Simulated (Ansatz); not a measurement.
Crystal: Nb3Sn.

```
Sn Nb
1.0
     5.28210    0.00000    0.00000
     0.00000    5.28210    0.00000
     0.00000    0.00000    5.28210
Sn Nb
2 6
Cartesian
  2.6410 2.6410 2.6410
  0.0000 0.0000 0.0000
  0.0000 2.6410 1.3205
  0.0000 2.6410 3.9616
  2.6410 1.3205 0.0000
  3.9616 0.0000 2.6410
  2.6410 3.9616 0.0000
  1.3205 0.0000 2.6410
```

| Property | Result |
| --- | --- |
| Program | Ansatz 0.2.0 |
| Task | single point |
| Functional | PBEsol |
| Potentials or basis | Ansatz PAW |
| Cutoff | 420 eV (not typed: the program's choice for these potentials) |
| k mesh | 5 × 5 × 5 |
| Occupations | fermi-dirac, width 0.05 eV |
| Spin | no spin polarisation |

On this cell: pressure -2.2 GPa; largest force zero by symmetry; band gap on the k mesh none (metal or under the smearing width).

The same run follows on a disturbed copy (atoms moved at random, drawn with an rms of 0.05 Å):

```
Sn Nb
1.0
     5.28210    0.00000    0.00000
     0.00000    5.28210    0.00000
     0.00000    0.00000    5.28210
Sn Nb
2 6
Direct
  0.50810 0.50455 0.50320
  0.00578 0.99774 0.98492
  0.99688 0.49414 0.23741
  0.00499 0.50032 0.74617
  0.49721 0.24956 0.99952
  0.75230 0.00195 0.49439
  0.50488 0.74655 0.99263
  0.25364 0.99737 0.50667
```

**Question.** What does the disturbed cell give?

**Answer.** The energy (extrapolated to zero smearing) moves by +8.0 meV/atom; pressure -1.9 GPa; largest force 0.849 eV/Å; band gap on the k mesh none (metal or under the smearing width).

Forces on the atoms (eV/Å):
```
Sn  -0.316 -0.297 -0.424
Sn  -0.294 -0.010  0.796
Nb   0.214  0.072  0.318
Nb   0.103 -0.028 -0.041
Nb   0.167 -0.011  0.081
Nb  -0.001  0.091 -0.363
Nb   0.092  0.093  0.225
Nb   0.034  0.089 -0.593
```

Stress tensor (GPa, compression positive):
```
-2.71  0.10 -0.79
 0.10 -1.36  0.55
-0.79  0.55 -1.60
```

Caveats: the PAW data sets come from PBE, with cores solved anew for the run's functional, which leaves a small shift of forces and pressure.
